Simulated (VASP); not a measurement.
Input of a VASP 6.6.1 run:

File POSCAR:

```
BaS
1.0
    0.0000000000      3.2563884516      3.2563884516
    3.2563884516      0.0000000000      3.2563884516
    3.2563884516      3.2563884516      0.0000000000
Ba S
1 1
Direct
    0.0000000000      0.0000000000      0.0000000000
    0.5000000000      0.5000000000      0.5000000000
```

INCAR.step1

```
PREC = Accurate
ENCUT = 520
EDIFF = 1E-5
ISMEAR = -1
SIGMA = 0.05
LREAL = F
LASPH = T
NELM = 60
ALGO = Normal
ISIF = 2
LWAVE = T
LCHARG = F
GGA = PE
NBANDS = 15
```

INCAR.step2

```
PREC = Accurate
ENCUT = 520
EDIFF = 1E-7
ISMEAR = -1
SIGMA = 0.05
LREAL = F
LASPH = T
NELM = 60
ALGO = Normal
ISIF = 2
LWAVE = F
LCHARG = F
GGA = PE
LHFCALC = T
HFSCREEN = 0.2079
PRECFOCK = Normal
ISTART = 1
NBANDS = 15
```

Contents of KPOINTS:

```
Automatic mesh
0
Gamma
  4 4 4
```

Potentials or basis: VASP PAW PBE potentials, release 64 (Ba_sv, S).

The run is started by

```bash
$ cat potpaw_PBE.64/Ba_sv/POTCAR potpaw_PBE.64/S/POTCAR > POTCAR
$ cp INCAR.step1 INCAR
$ mpirun -np 1 vasp_std > vasp.out
$ cp INCAR.step2 INCAR
$ mpirun -np 1 vasp_std > vasp.out
```

(1) Predict the band gap on the k mesh.

(2) Estimate the pressure.

## Answers

(1) 3.11 eV, indirect (least direct gap 3.29 eV).

(2) -1.5 GPa.

Caveat: the PAW data sets were made with another functional, which shifts forces and pressure a little; spin-orbit coupling is left out, which moves the levels of the heavy elements.

**The experiment to reproduce.**

From a printed reference work, monograph, original work of 1988, for a bulk crystal of BaS at 2 K: band gap 3.806 eV (indirect).

Measured gap of BaS: 3.806 eV (indirect; 2 K; a printed reference work, monograph, original work of 1988). This calculation gives 3.11 eV (-0.70 eV). Spin-orbit coupling on Ba is left out. The value is that of HSE06 on a finite k mesh, which can miss the band edges, without temperature or zero-point motion.
